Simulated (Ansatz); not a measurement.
A plane-wave DFT run in Ansatz 0.2.0 (scalar-relativistic PAW potentials unless the input names others): input and command.

```yaml
crystal:
  lattice:
    - [6.0280874511, 0.0, 0.0]
    - [-2.7322371782, 5.3733340041, 0.0]
    - [0.0, 0.0, 4.2078395021]
  atoms:
    - { symbol: Ti, position: [0.1593683801, 0.3406316199, 0.25] }
    - { symbol: Ti, position: [0.6593683801, 0.3406316199, 0.25] }
    - { symbol: Ti, position: [0.1593683801, 0.8406316199, 0.25] }
    - { symbol: Ti, position: [0.6593683801, 0.8406316199, 0.25] }
    - { symbol: Ti, position: [0.8406316199, 0.1593683801, 0.75] }
    - { symbol: Ti, position: [0.3406316199, 0.1593683801, 0.75] }
    - { symbol: Ti, position: [0.8406316199, 0.6593683801, 0.75] }
    - { symbol: Ti, position: [0.3406316199, 0.6593683801, 0.75] }
basis:
  ecutwfc: 420
kpoints:
  mp_grid: { grid: [7, 7, 8] }
hamiltonian:
  xc: lda
scf:
  occupations: { method: fixed }
  max_iter: 80
output:
  forces: true
  eigenvalues: true
  stress: true
```

```bash
ansatz run input.yaml --threads 8 --pin off --max-ram 20480MiB --backend cpu --events-out ev --progress --plain --runs-dir out
```

Abridged log:
```
Pseudopotentials: kind: paw
Pseudopotential: Ti, paw, valence charge 12, recommended cutoff 420 eV (normal)
Functional definition: SPW92
Crystal: 8 atoms, lattice volume = 136.296 Å³
Basis set: ecut = 420 eV, 2677 PW (Γ)
Bands: 58, of which v1, the nominal top of the filled ones, is band 48 counted from 1 (47 counted from 0)
Symmetry: 32 space group operations
Space group: Cmcm (ITA 63), of the structure as read, at distance tolerance 5.1e-5 Å
k-points: 80 of 392
Initial density: superposition of atomic densities (neutral atoms: chi_scale 0, normalization atom), corrected by the library's trained network
Initial wavefunctions: pseudopotential atomic-orbital guess
Functional: x = slater, c = lda
SCF iter   1: F=—  HF=-19601.772219 eV  |F-HF|=—  |Δ(HF+E_count)|=         —  Δρ=8.45e-3  dr2=4.61e-2  ethr=1.77e-3  ⟨swp⟩=4.5  Hψ=16717  notcnv=0  defer=362
SCF iter   2: F=—  HF=-19601.758009 eV  |F-HF|=—  |Δ(HF+E_count)|=   1.42e-2  Δρ=4.03e-3  dr2=1.11e-2  ethr=4.80e-5  ⟨swp⟩=2.3  Hψ=7148  notcnv=0  defer=620
SCF iter   3: F=—  HF=-19601.756193 eV  |F-HF|=—  |Δ(HF+E_count)|=   1.82e-3  Δρ=9.80e-4  dr2=9.00e-4  ethr=1.15e-5  ⟨swp⟩=2.0  Hψ=5667  notcnv=0  defer=626
SCF iter   4: F=—  HF=-19601.756082 eV  |F-HF|=—  |Δ(HF+E_count)|=   1.11e-4  Δρ=2.34e-4  dr2=5.30e-5  ethr=9.37e-7  ⟨swp⟩=2.0  Hψ=5547  notcnv=0  defer=612
SCF iter   5: F=—  HF=-19601.756020 eV  |F-HF|=—  |Δ(HF+E_count)|=   6.24e-5  Δρ=4.72e-5  dr2=2.19e-6  ethr=5.53e-8  ⟨swp⟩=3.0  Hψ=8440  notcnv=0  defer=304
SCF iter   6: F=—  HF=-19601.756019 eV  |F-HF|=—  |Δ(HF+E_count)|=   3.13e-7  Δρ=1.07e-5  dr2=1.41e-7  ethr=2.28e-9  ⟨swp⟩=2.1  Hψ=5463  notcnv=0  defer=304
SCF iter   7: F=-19601.756019 eV  HF=-19601.756019 eV  |F-HF|=4.41e-9  |Δ(HF+E_count)|=   4.94e-8  Δρ=3.07e-6  dr2=9.37e-9  ethr=1.04e-10  ⟨swp⟩=10.4  Hψ=17651  notcnv=0
SCF 1 converged in 7 iterations: F = -19601.756019 eV  dr2 = 9.37e-9
SCF converged after 7 iterations
Free energy (F): -19601.756019 eV
Harris-Foulkes:  -19601.756019 eV  (|F-HF|=4.41e-9)
Internal energy: -19601.756019 eV  (E = F + TS)
E sigma→0 (E₀):  -19601.756019 eV
Fermi energy:    13.713601 eV
--- Forces (eV/Å), atoms counted from 1 ---
  atom   1  Ti     0.06737904    -0.04132839     0.00000000
  atom   2  Ti     0.06737904    -0.04132839     0.00000000
  atom   3  Ti     0.06737904    -0.04132839     0.00000000
  atom   4  Ti     0.06737904    -0.04132839     0.00000000
  atom   5  Ti    -0.06737904     0.04132839     0.00000000
  atom   6  Ti    -0.06737904     0.04132839     0.00000000
  atom   7  Ti    -0.06737904     0.04132839     0.00000000
  atom   8  Ti    -0.06737904     0.04132839     0.00000000
--- Stress (GPa, compression-positive) ---
      -10.029065       2.514672       0.000000
        2.514672      -7.471741       0.000000
        0.000000       0.000000      -1.935272
  P = ⅓ Tr σ = -6.4787 GPa (-64.787 kbar)
```

**Question.** What is wrong with this input?

**Answer.** The fault is fixed occupations on a metal: they fill the same number of bands at every k-point, while the true filling differs from point to point (scf.occupations: {"method": "gaussian", "width": 0.1} → {"method": "fixed"}, the first being the value of the sound run). Setting it back cures it. The log, from which this was withheld above, says: «WARN: a fill by count may have filled part of one level: at k-index 65 the highest filled band, 13.562734 eV, and the lowest empty band, 13.562734 eV, stand 1.066e-14 eV apart, within the solve's uncertainty, 3.162e-4 eV. If they are one level, whatever splits it, however little, can move the result. A smearing (`scf.occupations.method` with a `width`) well over the split that the run's distortions make …» The run converged all the same, with an energy at zero smearing 11.54 meV/atom above the reference's, pressure -6.48 GPa, largest force 0.079 eV/Å, no gap on the mesh, so convergence alone doesn't show that an input is right. A reference run from the same start on usual settings converged with pressure -6.14 GPa, largest force 0.000 eV/Å, no gap on the mesh.

The run took 7.5 s on 8 threads of Intel(R) Xeon(R) Processor @ 2.70GHz (shared host), peak memory 0.97 GiB.